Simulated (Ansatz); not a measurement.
Runs of Ansatz 0.2.0 on Sn. Symmetry: Fd-3m, No. 227, cubic system. The conventional cell has a = 6.467 Å, b = 6.467 Å, c = 6.467 Å, α = 90.00°, β = 90.00°, γ = 90.00°. Around Sn (site symmetry -43m) lie 4 Sn at 2.80 Å. This isn't the form of Sn at room conditions, which is tetragonal (white tin).

```tsv
task	level	cell	k mesh	cutoff (eV)	smearing	basis error allowed	mesh quality	gap on the mesh (eV)	pressure (GPa)
relaxation of cell and atoms	revPBE+D3(BJ)	relaxed	7 × 7 × 7	-	fermi-dirac 0.05 eV	0.001 eV/atom	not flagged	-	0.0
single point	PBE	as given	4 × 4 × 4	237	fermi-dirac 0.04 eV	0.002 eV/atom	coarse	none	4.5
single point	PBE	as given	7 × 7 × 7	257	gaussian 0.028 eV	0.001 eV/atom	not flagged	none	3.8
elastic constants	PBE	as given	5 × 5 × 5	277	fermi-dirac 0.05 eV	0.001 eV/atom	coarse	none	4.0
band structure	LDA	as given	7 × 7 × 7	257	fermi-dirac 0.05 eV	0.001 eV/atom	not flagged	-	(a)
```

Alike in all rows: potentials or basis all-electron LAPW, scalar-relativistic; no spin polarisation.

Estimate the missing entries.

(a) 0.2.

Caveats: some runs use coarse meshes; the k mesh is thin for a metal, which can move the energy by tens of meV per atom (some runs); a metal's response needs a denser mesh (some runs); the cell is more than 3 GPa from zero pressure, which shifts response properties (some runs); elastic constants of metals need much finer meshes, so these are rough (some runs); spin-orbit coupling is left out, which moves the levels of the heavy elements (some runs).

A k mesh can miss the band edges, and the runs leave out spin-orbit coupling on Sn.

A gap of «none» marks a metal or a gap under the smearing width.
